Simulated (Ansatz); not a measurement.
The system is Be.

```
CELL_PARAMETERS angstrom
2.28530 0.00000 0.00000
-1.14265 1.97913 0.00000
0.00000 0.00000 3.58420
ATOMIC_POSITIONS crystal
Be 0.66667 0.33333 0.75000
Be 0.33333 0.66667 0.25000
```

* Program: Ansatz 0.2.0
* Task: relaxation of cell and atoms
* Functional: PBEsol
* Dispersion: D4
* Potentials or basis: Ansatz PAW
* Cutoff: 420 eV (not typed: the program's choice for these potentials)
* k mesh: 13 × 13 × 8
* Occupations: fermi-dirac, width 0.05 eV
* Spin: no spin polarisation

At the start: volume 8.11 Å³/atom.

Question: Where does the relaxation end?

Answer: It ends after 6 steps and the volume is 7.77 Å³/atom (-4.2 %); space group P6_3/mmc (No. 194, to 0.05 Å).

The path:
| step | energy change (eV) | largest force (eV/Å) | volume (Å³) |
| --- | --- | --- | --- |
| 1 | 0.0000 | 0.0000 | 16.21 |
| 2 | -0.0091 | 0.0000 | 15.82 |
| 3 | -0.0111 | 0.0000 | 15.52 |
| 4 | -0.0111 | 0.0000 | 15.53 |
| 5 | -0.0111 | 0.0000 | 15.53 |
| 6 | -0.0110 | 0.0000 | 15.53 |

Final structure:
```
CELL_PARAMETERS angstrom
2.25325 0.00000 0.00000
-1.12662 1.95137 0.00000
0.00000 0.00000 3.53280
ATOMIC_POSITIONS crystal
Be 0.66667 0.33333 0.75000
Be 0.33333 0.66667 0.25000
```

Caveat: the plane-wave basis is chosen anew once the cell has moved, so the energies of steps on either side of that aren't comparable; pairwise dispersion overbinds metals, which lowers pressure and volume; the PAW data sets come from PBE, with cores solved anew for the run's functional, which leaves a small shift of forces and pressure.
